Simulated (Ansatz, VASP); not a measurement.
Mn: VASP beside Ansatz

```xyz
2
Lattice="0.0000 2.3748 2.3748 2.3748 0.0000 2.3748 2.3748 2.3748 0.0000" Properties=species:S:1:pos:R:3 pbc="T T T"
Mn    0.5937    0.5937    0.5937
Mn    4.1559    4.1559    4.1559
```

Alike in both runs: task single point; functional PBEsol; k mesh 13 × 13 × 13; occupations fermi-dirac, width 0.1 eV; no spin polarisation.

```csv
,VASP,Ansatz
version,VASP 6.6.1,Ansatz 0.2.0
potentials or method,"VASP PAW PBE potentials, release 64 (Mn_pv)","plane waves (420 eV) with PAW, scalar-relativistic"
plane-wave cutoff (eV),520,420
valence electrons in the cell,26,30
```

|  | VASP | Ansatz | Ansatz less VASP |
| --- | --- | --- | --- |
| pressure (GPa) | 17.1 | 15.9 | -1.24 |

With one functional, cell and mesh, what is left measures potentials, basis and numerics. The two sets of potentials don't hold the same shells in valence. Ansatz warned: «pseudo_functional_mismatch».

Caveats: so large a pressure means that the cell lies far from this level's equilibrium, or that cutoff or potentials fall short (VASP); the potentials were made for another functional, which shifts forces and pressure (VASP); the run has no spin polarisation, though such a crystal can be magnetic. Spin polarisation is off, so any magnetic state and its effect on volume and gap are missing.
